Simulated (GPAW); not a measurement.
# Ru (P6_3/mmc) in GPAW: a series of runs

One crystal, Ru, is run at these levels: PBE, M06-L+D3; tasks: single point, relaxation of cell and atoms.

Everything below comes from runs of GPAW 26.7.0. Logs are shortened: lines on timing, memory, paths and dates and some standing lists are left out, and cuts for length are marked. The log counts tension as positive stress, the text compression.

## (1) Starting point

Symmetry: P6_3/mmc, No. 194, hexagonal system. Conventional cell: a = 2.706 Å, b = 2.706 Å, c = 4.282 Å, α = 90.00°, β = 90.00°, γ = 120.00°. Ru (site symmetry -6m2) has 12 Ru at 2.65 to 2.71 Å as nearest neighbours.

## (2) Single point, PBE

Input file run.py:

```python
from ase.dft.bandgap import bandgap
from ase.io import read, write
from ase.units import Bohr, GPa
from gpaw import GPAW, PW
from gpaw.elf import elf_from_dft_calculation

atoms = read('Ru.xyz')

calc = GPAW(mode=PW(600),
            xc='PBE',
            kpts={'size': (11, 11, 6), 'gamma': True},
            occupations={'name': 'methfessel-paxton', 'order': 0, 'width': 0.027000000000000003},
            nbands=29,
            convergence={'density': 1e-05, 'energy': 1e-05},
            maxiter=150,
            txt='gpaw.txt')
atoms.calc = calc
energy = atoms.get_potential_energy()
forces = atoms.get_forces()
stress = atoms.get_stress()
calc.write('gs.gpw')
write('result.traj', atoms)
print(f'Energy: {energy:.6f} eV')
print('Forces (eV/A):')
print(forces.round(4))
print('Stress (GPa):', (stress / GPa).round(3))
print('Fermi level:', round(calc.get_fermi_level(), 4), 'eV')
print(f'Gap: {bandgap(calc)[0]:.4f} eV, direct: {bandgap(calc, direct=True)[0]:.4f} eV')

# fields on the real-space grid
write('density.cube', atoms, data=calc.get_pseudo_density() * Bohr**3)
write('potential.cube', atoms, data=calc.get_electrostatic_potential())
write('elf.cube', atoms, data=elf_from_dft_calculation(calc).data)
```

Input file Ru.xyz:

```xyz
2
Lattice="2.7058000000 0.0000000000 0.0000000000 -1.3529000000 2.3432915376 0.0000000000 0.0000000000 0.0000000000 4.2819000000" Properties=species:S:1:pos:R:3 pbc="T T T"
Ru     1.3529000001      0.7810971791      3.2114250000
Ru    -0.0000000001      1.5621943585      1.0704750000
```

Potentials or basis: GPAW PAW data sets (gpaw-data 1.2.1), pw.

Started as:

```console
> OMP_NUM_THREADS=1 python run.py
```

gpaw.txt:

```text
__  _  _
 | _ |_)|_||  |
 |__||  | ||/\| - 26.7.0

Input parameters:
  mode=PW(ecut=600.0),
  convergence={'density': 1e-05, 'energy': 1e-05},
  kpts=MonkhorstPack(size=(11, 11, 6), gamma=True),
  maxiter=150,
  nbands=29,
  occupations=Occupations(name='methfessel-paxton', order=0, width=0.027000000000000003),
  xc=XC(name='PBE')

Diagonalizing LCAO Hamiltonian
Converting LCAO to pw mode

          Ru

        Ru

Atoms  # Å, Bohr magnetons
|   | symbol |         x |        y |        z |    initial magnetic moments |
|---|--------|-----------|----------|----------|-----------------------------|
| 0 |     Ru |  1.352900 | 0.781097 | 3.211425 | ( 0.0000,  0.0000,  0.0000) |
| 1 |     Ru | -0.000000 | 1.562194 | 1.070475 | ( 0.0000,  0.0000,  0.0000) |

Unit cell  # Å
| periodic |         x |        y |        z |  lengths |     angles |
|----------|-----------|----------|----------|----------|------------|
|      yes |  2.705800 | 0.000000 | 0.000000 | 2.705800 |  90.000000 |
|      yes | -1.352900 | 2.343292 | 0.000000 | 2.705800 |  90.000000 |
|      yes |  0.000000 | 0.000000 | 4.281900 | 4.281900 | 120.000000 |

Number of symmetries: 12
Symmetry operations  # r_c * U_cc + t_c -> r_c
|    | kind |            matrix            |
|----|------|------------------------------|
|  0 |  σ   |  1, 1, 0,  0,-1, 0,  0, 0, 1 |
|  1 |  S6  |  1, 1, 0, -1, 0, 0,  0, 0,-1 |
|  2 |  E   |  1, 0, 0,  0, 1, 0,  0, 0, 1 |
|  3 |  C2  |  1, 0, 0, -1,-1, 0,  0, 0,-1 |
|  4 |  C2  |  0, 1, 0,  1, 0, 0,  0, 0,-1 |
|  5 |  C3  |  0, 1, 0, -1,-1, 0,  0, 0, 1 |
|  6 |  S6  |  0,-1, 0,  1, 1, 0,  0, 0,-1 |
|  7 |  σ   |  0,-1, 0, -1, 0, 0,  0, 0, 1 |
|  8 |  σ   | -1, 0, 0,  1, 1, 0,  0, 0, 1 |
|  9 |  i   | -1, 0, 0,  0,-1, 0,  0, 0,-1 |
| 10 |  C3  | -1,-1, 0,  1, 0, 0,  0, 0, 1 |
| 11 |  C2  | -1,-1, 0,  0, 1, 0,  0, 0,-1 |

BZ-sampling:
  Number of BZ points: 726
  Number of IBZ points: 84

  Monkhorst-Pack size: [11, 11, 6]
  Monkhorst-Pack shift: [0.0, 0.0, 0.08333333333333333]

K-points  # in reciprocal-cell coordinates
|     |                                coordinates |     weight |
|-----|--------------------------------------------|------------|
|   0 | (  0.00000000,   0.00000000,   0.00000000) | 0.00137741 |
|   1 | (  0.00000000,   0.00000000,   0.16666667) | 0.00275482 |
|   2 | (  0.00000000,   0.00000000,   0.33333333) | 0.00275482 |
|   3 | (  0.00000000,   0.00000000,   0.50000000) | 0.00137741 |
|   4 | (  0.09090909,   0.00000000,  -0.33333333) | 0.00826446 |
|   5 | (  0.09090909,   0.00000000,  -0.16666667) | 0.00826446 |
|   6 | (  0.09090909,   0.00000000,   0.00000000) | 0.00826446 |
|   7 | (  0.09090909,   0.00000000,   0.16666667) | 0.00826446 |
|   8 | (  0.09090909,   0.00000000,   0.33333333) | 0.00826446 |
|   9 | (  0.09090909,   0.00000000,   0.50000000) | 0.00826446 |
| ... |                                            |            |
|  83 | (  0.45454545,   0.45454545,   0.50000000) | 0.00826446 |

Plane wave coefficients: 935
Cutoff: 600.0 eV

Spin-components: 1 (collinear spins)
Bands:           29
Projectors:      12
Spin-degeneracy: 2
Datatype:        complex128

Parallelization:
  kpt:    1
  domain: 1
  band:   1

Density:
  Valence electrons: 32.0
  Components: 1
  Grid points: [16 16 25]
  Charge: 0.0  # |e|

Potential:
  Grid points: [16 16 25]

species:
  Ru:
    name:    Ruthenium
    Z:       44.0
    valence: 16
    core:    28
    charge:  0.0  # [|e|]
    compensation charges:
      type: gauss
      rc: 0.39  # [Å]
      lmax: 2
    cutoffs:
      filter: 2.16  # [Å]
      core: 1.30  # [Å]
    projectors
    | kind |    occ | energy [eV] | rcut [Å] |
    |------|--------|-------------|----------|
    |   4s |  2.000 |     -76.316 |    1.281 |
    |   5s |  1.000 |      -4.236 |    1.281 |
    |   4p |  6.000 |     -46.423 |    1.286 |
    |   5p |  0.000 |      -0.913 |    1.286 |
    |   4d |  7.000 |      -5.203 |    1.254 |
    |    d |        |      22.008 |    1.254 |

    Using partial waves for Ru as LCAO basis

Reference energy: -246490.249966  # eV

eigensolver:
  PPCG
  Converge bands: occupied
  niter=2

density mixing:
  MSR1-Mixer
  Pratt-step length: 0.05
  Maximum mixing coefficient: 0.75
  Old densities: 10
  SVD Regularization: 0.005
  Good broyden scale: 1.0
  Trust region scale: 1.0
  Backstep threshold: 4.0
  History deletion threshold: 6.0
  Fourier metric: weight=20.0, sigma=0.015

occupation numbers:
  Methfessel-Paxton:
    width: 0.0270  # eV
    order: 0

poisson solver:
  ecut: 4800.0  # eV

xc functional:
  name: PBE with 2 nearest neighbor stencil

convergence criteria:
- Maximum integral of absolute [dens]ity change: 1e-05 electrons / valence electron
- Maximum [total energy] change in last 3 cyles: 1e-05 eV / valence electron
- Maximum integral of absolute [eigenst]ate change: 4e-08 eV^2 / valence electron
maximum number of iterations: 150

SCF iterations
|iter     | |      energy | eigst |  dens |
|---------|-|-------------|-------|-------|
|iter:   1| |  -20.533194 | +0.18 |       |
|iter:   2| |  -20.194045 | -2.65 | -1.07 |
|iter:   3| |  -18.927194 | -1.65 | -1.12 |
|iter:   4| |  -18.922529 | -4.09 | -2.10 |
|iter:   5| |  -18.921314 | -3.94 | -2.37 |
|iter:   6| |  -18.921338 | -6.34 | -3.65 |
|iter:   7| |  -18.921343c| -6.85 | -3.92 |
|iter:   8| |  -18.921343c| -7.74c| -4.85 |
|iter:   9| |  -18.921343c| -8.68c| -5.44c|

Converged in 9 steps
Energy contributions relative to reference atoms: (reference = -246490.249966)

Energy contributions:
  Kinetic:          -5.004063
  Coulomb:          -2.290978
  Zero:             -0.349723
  External:          0.000000
  Xc:              -11.275882
  Entropy:          -0.001395
  Spinorbit:         0.000000
  ----------------------------
  Free energy:     -18.922040
  Extrapolated:    -18.921343

dipole moment: (0.000000, 0.000000, 0.000001)  # |e|*Ang

Fermi level: 13.378
Eigenvalues  # (at kpt = [0.000, 0.000, 0.000])
| band index |      eig [eV] | occ [0-2] |
|------------|---------------|-----------|
|          0 |       -59.685 |     2.000 |
|        ... |               |           |
|          9 |         7.289 |     2.000 |
|         10 |        10.853 |     2.000 |
|         11 |        10.853 |     2.000 |
|         12 |        11.027 |     2.000 |
|         13 |        11.530 |     2.000 |
|         14 |        11.530 |     2.000 |
|         15 |        12.051 |     2.000 |
|         16 |        12.051 |     2.000 |
|         17 |        14.609 |     0.000 |
|         18 |        14.609 |     0.000 |
|         19 |        14.753 |     0.000 |
|         20 |        23.761 |     0.000 |
|         21 |        28.655 |     0.000 |
|         22 |        31.396 |     0.000 |
|         23 |        31.980 |     0.000 |
|         24 |        36.802 |     0.000 |
|        ... |               |           |
|         28 |        38.481 |     0.000 |

No gap
No difference between direct/indirect transitions

Forces  # eV/Ang
|        x |        y |        z |
|----------|----------|----------|
| -0.00000 | -0.00000 | -0.00025 |  # Ru   0
|  0.00000 |  0.00000 |  0.00025 |  # Ru   1

Stress tensor  # eV/Ang^3
|         x |         y |         z |
|-----------|-----------|-----------|
| -0.022277 | -0.000000 |  0.000000 |
| -0.000000 | -0.022277 | -0.000000 |
|  0.000000 | -0.000000 | -0.022417 |

# Writing to gs.gpw (mode='')
```

Wall time 34 s (1 thread of Arm Neoverse V1, shared host); peak memory 0.18 GiB.

Results:

| Item | Value |
| --- | --- |
| Free energy | -18.9220 eV |
| Pressure | 3.6 GPa |
| Band gap on the k mesh | none (metal or under the smearing width) |

## (3) Single point, PBE

Changes to run.py since step 2:

```diff
@@ -11,3 +11,3 @@
             kpts={'size': (11, 11, 6), 'gamma': True},
-            occupations={'name': 'methfessel-paxton', 'order': 0, 'width': 0.027000000000000003},
+            occupations={'name': 'methfessel-paxton', 'order': 0, 'width': 0.028000000000000004},
             nbands=29,
```

Ru.xyz is that of step 2.

Potentials or basis: GPAW PAW data sets (gpaw-data 1.2.1), pw.

Started as:

```console
> OMP_NUM_THREADS=1 python run.py
```

gpaw.txt:

```text
__  _  _
 | _ |_)|_||  |
 |__||  | ||/\| - 26.7.0

Input parameters:
  mode=PW(ecut=600.0),
  convergence={'density': 1e-05, 'energy': 1e-05},
  kpts=MonkhorstPack(size=(11, 11, 6), gamma=True),
  maxiter=150,
  nbands=29,
  occupations=Occupations(name='methfessel-paxton', order=0, width=0.028000000000000004),
  xc=XC(name='PBE')

Diagonalizing LCAO Hamiltonian
Converting LCAO to pw mode

          Ru

        Ru

Atoms  # Å, Bohr magnetons
|   | symbol |         x |        y |        z |    initial magnetic moments |
|---|--------|-----------|----------|----------|-----------------------------|
| 0 |     Ru |  1.352900 | 0.781097 | 3.211425 | ( 0.0000,  0.0000,  0.0000) |
| 1 |     Ru | -0.000000 | 1.562194 | 1.070475 | ( 0.0000,  0.0000,  0.0000) |

Unit cell  # Å
| periodic |         x |        y |        z |  lengths |     angles |
|----------|-----------|----------|----------|----------|------------|
|      yes |  2.705800 | 0.000000 | 0.000000 | 2.705800 |  90.000000 |
|      yes | -1.352900 | 2.343292 | 0.000000 | 2.705800 |  90.000000 |
|      yes |  0.000000 | 0.000000 | 4.281900 | 4.281900 | 120.000000 |

Number of symmetries: 12
Symmetry operations  # r_c * U_cc + t_c -> r_c
|    | kind |            matrix            |
|----|------|------------------------------|
|  0 |  σ   |  1, 1, 0,  0,-1, 0,  0, 0, 1 |
|  1 |  S6  |  1, 1, 0, -1, 0, 0,  0, 0,-1 |
|  2 |  E   |  1, 0, 0,  0, 1, 0,  0, 0, 1 |
|  3 |  C2  |  1, 0, 0, -1,-1, 0,  0, 0,-1 |
|  4 |  C2  |  0, 1, 0,  1, 0, 0,  0, 0,-1 |
|  5 |  C3  |  0, 1, 0, -1,-1, 0,  0, 0, 1 |
|  6 |  S6  |  0,-1, 0,  1, 1, 0,  0, 0,-1 |
|  7 |  σ   |  0,-1, 0, -1, 0, 0,  0, 0, 1 |
|  8 |  σ   | -1, 0, 0,  1, 1, 0,  0, 0, 1 |
|  9 |  i   | -1, 0, 0,  0,-1, 0,  0, 0,-1 |
| 10 |  C3  | -1,-1, 0,  1, 0, 0,  0, 0, 1 |
| 11 |  C2  | -1,-1, 0,  0, 1, 0,  0, 0,-1 |

BZ-sampling:
  Number of BZ points: 726
  Number of IBZ points: 84

  Monkhorst-Pack size: [11, 11, 6]
  Monkhorst-Pack shift: [0.0, 0.0, 0.08333333333333333]

K-points  # in reciprocal-cell coordinates
|     |                                coordinates |     weight |
|-----|--------------------------------------------|------------|
|   0 | (  0.00000000,   0.00000000,   0.00000000) | 0.00137741 |
|   1 | (  0.00000000,   0.00000000,   0.16666667) | 0.00275482 |
|   2 | (  0.00000000,   0.00000000,   0.33333333) | 0.00275482 |
|   3 | (  0.00000000,   0.00000000,   0.50000000) | 0.00137741 |
|   4 | (  0.09090909,   0.00000000,  -0.33333333) | 0.00826446 |
|   5 | (  0.09090909,   0.00000000,  -0.16666667) | 0.00826446 |
|   6 | (  0.09090909,   0.00000000,   0.00000000) | 0.00826446 |
|   7 | (  0.09090909,   0.00000000,   0.16666667) | 0.00826446 |
|   8 | (  0.09090909,   0.00000000,   0.33333333) | 0.00826446 |
|   9 | (  0.09090909,   0.00000000,   0.50000000) | 0.00826446 |
| ... |                                            |            |
|  83 | (  0.45454545,   0.45454545,   0.50000000) | 0.00826446 |

Plane wave coefficients: 935
Cutoff: 600.0 eV

Spin-components: 1 (collinear spins)
Bands:           29
Projectors:      12
Spin-degeneracy: 2
Datatype:        complex128

Parallelization:
  kpt:    1
  domain: 1
  band:   1

Density:
  Valence electrons: 32.0
  Components: 1
  Grid points: [16 16 25]
  Charge: 0.0  # |e|

Potential:
  Grid points: [16 16 25]

species:
  Ru:
    name:    Ruthenium
    Z:       44.0
    valence: 16
    core:    28
    charge:  0.0  # [|e|]
    compensation charges:
      type: gauss
      rc: 0.39  # [Å]
      lmax: 2
    cutoffs:
      filter: 2.16  # [Å]
      core: 1.30  # [Å]
    projectors
    | kind |    occ | energy [eV] | rcut [Å] |
    |------|--------|-------------|----------|
    |   4s |  2.000 |     -76.316 |    1.281 |
    |   5s |  1.000 |      -4.236 |    1.281 |
    |   4p |  6.000 |     -46.423 |    1.286 |
    |   5p |  0.000 |      -0.913 |    1.286 |
    |   4d |  7.000 |      -5.203 |    1.254 |
    |    d |        |      22.008 |    1.254 |

    Using partial waves for Ru as LCAO basis

Reference energy: -246490.249966  # eV

eigensolver:
  PPCG
  Converge bands: occupied
  niter=2

density mixing:
  MSR1-Mixer
  Pratt-step length: 0.05
  Maximum mixing coefficient: 0.75
  Old densities: 10
  SVD Regularization: 0.005
  Good broyden scale: 1.0
  Trust region scale: 1.0
  Backstep threshold: 4.0
  History deletion threshold: 6.0
  Fourier metric: weight=20.0, sigma=0.015

occupation numbers:
  Methfessel-Paxton:
    width: 0.0280  # eV
    order: 0

poisson solver:
  ecut: 4800.0  # eV

xc functional:
  name: PBE with 2 nearest neighbor stencil

convergence criteria:
- Maximum integral of absolute [dens]ity change: 1e-05 electrons / valence electron
- Maximum [total energy] change in last 3 cyles: 1e-05 eV / valence electron
- Maximum integral of absolute [eigenst]ate change: 4e-08 eV^2 / valence electron
maximum number of iterations: 150

SCF iterations
|iter     | |      energy | eigst |  dens |
|---------|-|-------------|-------|-------|
|iter:   1| |  -20.533200 | +0.18 |       |
|iter:   2| |  -20.194055 | -2.65 | -1.07 |
|iter:   3| |  -18.927225 | -1.65 | -1.12 |
|iter:   4| |  -18.922551 | -4.10 | -2.10 |
|iter:   5| |  -18.921334 | -3.94 | -2.37 |
|iter:   6| |  -18.921359 | -6.35 | -3.65 |
|iter:   7| |  -18.921363c| -6.85 | -3.92 |
|iter:   8| |  -18.921363c| -7.74c| -4.85 |
|iter:   9| |  -18.921363c| -8.67c| -5.44c|

Converged in 9 steps
Energy contributions relative to reference atoms: (reference = -246490.249966)

Energy contributions:
  Kinetic:          -5.004324
  Coulomb:          -2.291037
  Zero:             -0.349690
  External:          0.000000
  Xc:              -11.275583
  Entropy:          -0.001458
  Spinorbit:         0.000000
  ----------------------------
  Free energy:     -18.922092
  Extrapolated:    -18.921363

dipole moment: (0.000000, 0.000000, 0.000001)  # |e|*Ang

Fermi level: 13.377
Eigenvalues  # (at kpt = [0.000, 0.000, 0.000])
| band index |      eig [eV] | occ [0-2] |
|------------|---------------|-----------|
|          0 |       -59.685 |     2.000 |
|        ... |               |           |
|          9 |         7.289 |     2.000 |
|         10 |        10.853 |     2.000 |
|         11 |        10.853 |     2.000 |
|         12 |        11.026 |     2.000 |
|         13 |        11.530 |     2.000 |
|         14 |        11.530 |     2.000 |
[... 8 lines left out ...]
|         23 |        31.980 |     0.000 |
|         24 |        36.802 |     0.000 |
|        ... |               |           |
|         28 |        38.481 |     0.000 |

No gap
No difference between direct/indirect transitions

Forces  # eV/Ang
|        x |        y |        z |
|----------|----------|----------|
| -0.00000 | -0.00000 | -0.00025 |  # Ru   0
|  0.00000 |  0.00000 |  0.00025 |  # Ru   1

Stress tensor  # eV/Ang^3
|         x |         y |         z |
|-----------|-----------|-----------|
| -0.022305 | -0.000000 |  0.000000 |
| -0.000000 | -0.022305 |  0.000000 |
|  0.000000 |  0.000000 | -0.022373 |

# Writing to gs.gpw (mode='')
```

stdout:

```text
Energy: -18.921363 eV
Forces (eV/A):
[[-0.     -0.     -0.0002]
 [ 0.      0.      0.0002]]
Stress (GPa): [-3.574 -3.574 -3.585  0.     0.    -0.   ]
Fermi level: 13.3775 eV
Gap: 0.0000 eV, direct: 0.0000 eV
```

Run time: 33 s. Hardware: 1 thread of Arm Neoverse V1, shared host; peak memory 0.18 GiB.

What came out:

| Quantity | Value |
| --- | --- |
| Free energy | -18.9221 eV |
| Pressure | 3.6 GPa |
| Band gap on the k mesh | none (metal or under the smearing width) |

Levels at points of the mesh, in eV from the Fermi level:
```
           k point  band 14  band 15  band 16  band 17  band 18  band 19
(0.00, 0.00, 0.00)    -1.85    -1.85    -1.33    -1.33     1.23     1.23
(0.00, 0.00, 0.50)    -2.69    -2.63    -2.63     0.60     0.60     0.60
```

## (4) Single point, PBE

Changes to run.py since step 3:

```diff
@@ -11,3 +11,3 @@
             kpts={'size': (11, 11, 6), 'gamma': True},
-            occupations={'name': 'methfessel-paxton', 'order': 0, 'width': 0.028000000000000004},
+            occupations={'name': 'methfessel-paxton', 'order': 0, 'width': 0.1},
             nbands=29,
```

Ru.xyz is that of step 3.

Started as:

```console
> OMP_NUM_THREADS=1 python run.py
```

Run time: 33 s. Hardware: 1 thread of Arm Neoverse V1, shared host; peak memory 0.18 GiB.

The run converged. Its results:

- Free energy: -18.9273 eV
- Pressure: 3.6 GPa
- Band gap on the k mesh: none (metal or under the smearing width)

Levels at points of the mesh, in eV from the Fermi level:
```tsv
k point	band 14	band 15	band 16	band 17	band 18	band 19
(0.00, 0.00, 0.00)	-1.84	-1.84	-1.31	-1.31	1.24	1.24
(0.00, 0.00, 0.50)	-2.68	-2.62	-2.62	0.61	0.61	0.61
```

[end of part 1 of 2]
